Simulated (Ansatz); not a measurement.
LiCl (zincblende), relaxed with r2SCAN: space group F-43m (No. 216), cubic; a = 5.466 Å in the conventional setting, 20.41 Å³ an atom. Li has 4 Cl at 2.37 Å; Cl has 4 Li at 2.37 Å. One-shot G0W0@PBE in the plane-wave code Ansatz on a 6×6×6 mesh (contour deformation, no spin-orbit coupling), from a PBE gap of 6.049 eV over the mesh points (the G0W0 gap is direct on the mesh); the number N of bands summed and the screening cutoff rise together. The calculation is spin-unpolarised, and the structure need not be a phase that has been made.

```csv
N,cutoff (eV),1000/N,G0W0 gap (eV)
97,100,10.309,8.639
228,180,4.386,8.818
```

Task: Lay a straight line in 1000/N through these rows.

Result: The slope is -0.0302 eV per unit of 1000/N and the intercept 8.951 eV.

Task: Predict the gap at N = 439 (260 eV).

Result: 8.951 + (-0.0302) × 2.278 = 8.882 eV; the run gives 8.896 eV, +0.014 eV from the line.

Task: With that run's result added, what limit do the last two rows suggest?

Result: Their slope is (8.896 − 8.818)/(2.278 − 4.386) = -0.0370, which meets 1/N = 0 at 8.98 eV, against 8.951 eV from the first line. The slope steepens, so 1/N isn't yet asymptotic and the true limit probably lies higher still; the k mesh isn't extrapolated.
